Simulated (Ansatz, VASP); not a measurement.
# Two plane-wave programs on ZrB2

```
CELL_PARAMETERS angstrom
3.15547 0.00000 0.00000
-1.57774 2.73272 0.00000
0.00000 0.00000 3.50631
ATOMIC_POSITIONS crystal
Zr 0.00000 0.00000 0.00000
B 0.33333 0.66667 0.50000
B 0.66667 0.33333 0.50000
```

Alike in both runs: functional PBEsol; k mesh 16 × 16 × 12; occupations fermi-dirac, width 0.15 eV; no spin polarisation.

Ansatz relaxed the structure, and its values are those at the end. VASP's run is a single point on that final structure, the one shown.

|  | VASP | Ansatz |
| --- | --- | --- |
| version | VASP 6.6.1 | Ansatz 0.2.0 |
| potentials or method | VASP PAW PBE potentials, release 64 (Zr_sv, B) | plane waves, PAW |
| plane-wave cutoff (eV) | 520 | 420 |
| valence electrons in the cell | 18 | 18 |

Ansatz gave:

- pressure (GPa): 0.0

Problem. What did VASP give for the same quantities?

Solution. Pressure (GPa): 0.3.

Caveats: the PAW data sets were made with another functional, which shifts forces and pressure a little (VASP).
